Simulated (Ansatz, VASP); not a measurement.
## One calculation of Te2Mo, two programs

File INCAR:

```
  PREC = Accurate
  ENCUT = 520
  EDIFF = 1E-7
  ISMEAR = 0
  SIGMA = 0.05
  LREAL = F
  LASPH = T
  NELM = 60
  ALGO = Normal
  ISIF = 2
  LWAVE = F
  LCHARG = F
  GGA = PS
  NBANDS = 35
```

File KPOINTS:

```
Automatic mesh
0
Gamma
  12 12 2
```

File POSCAR:

```
Te2Mo
1.0
    3.6686939548      0.0000000000      0.0000000000
   -1.8343469774      3.1771821636      0.0000000000
    0.0000000000      0.0000000000     14.7089659088
Te Mo
4 2
Direct
    0.3333333333      0.6666666667      0.6211281373
    0.6666666667      0.3333333333      0.1211281373
    0.3333333333      0.6666666667      0.8788718627
    0.6666666667      0.3333333333      0.3788718627
    0.3333333333      0.6666666667      0.2500000000
    0.6666666667      0.3333333333      0.7500000000
```

Input for Ansatz:

```yaml
crystal:
  lattice:
    - [3.6686939548, 0.0, 0.0]
    - [-1.8343469774, 3.1771821636, 0.0]
    - [0.0, 0.0, 14.7089659088]
  atoms:
    - { symbol: Te, position: [0.3333333333, 0.6666666667, 0.6211281373] }
    - { symbol: Te, position: [0.6666666667, 0.3333333333, 0.1211281373] }
    - { symbol: Te, position: [0.3333333333, 0.6666666667, 0.8788718627] }
    - { symbol: Te, position: [0.6666666667, 0.3333333333, 0.3788718627] }
    - { symbol: Mo, position: [0.3333333333, 0.6666666667, 0.25] }
    - { symbol: Mo, position: [0.6666666667, 0.3333333333, 0.75] }
basis:
  ecutwfc: 420
kpoints:
  mp_grid: { grid: [12, 12, 2] }
hamiltonian:
  xc: pbesol
scf:
  occupations: { method: gaussian, width: 0.05 }
output:
  forces: true
  stress: true
  eigenvalues: true
```

Change from the starting cell: strain +0.050 along x and y, +0.050 along z, atoms carried along.

Alike in both runs: task single point; functional PBEsol; k mesh 12 × 12 × 2; occupations gaussian, width 0.05 eV; no spin polarisation.

|  | VASP | Ansatz |
| --- | --- | --- |
| version | VASP 6.6.1 | Ansatz 0.2.0 |
| potentials or method | VASP PAW PBE potentials, release 64 (Te, Mo_sv) | scalar-relativistic, plane waves, PAW |
| plane-wave cutoff (eV) | 520 | 420 |
| valence electrons in the cell | 52 | 92 |

VASP gave:

| Property | Result |
| --- | --- |
| gap on the k mesh at the Fermi level (eV) | 0.72 |
| least direct gap on the mesh (eV) | 0.88 |
| pressure (GPa) | -10.9 |
| largest component of the traceless stress (GPa) | 1.74 |
| rms of the force components (eV/Å) | 0.769 |

Which values does Ansatz return?

gap on the k mesh at the Fermi level (eV): 0.72; least direct gap on the mesh (eV): 0.88; pressure (GPa): -10.9; largest component of the traceless stress (GPa): 1.78; rms of the force components (eV/Å): 0.777.

Atom by atom the forces differ by 0.008 eV/Å (rms over components). The two sets of potentials don't hold the same shells in valence.

Caveats: the PAW data sets were made with another functional, which shifts forces and pressure a little (VASP); spin-orbit coupling is left out, which moves the levels of the heavy elements; this functional lacks dispersion, which binds the layers, so the pressure and a relaxed spacing across them are unreliable. A k mesh can miss the band edges.
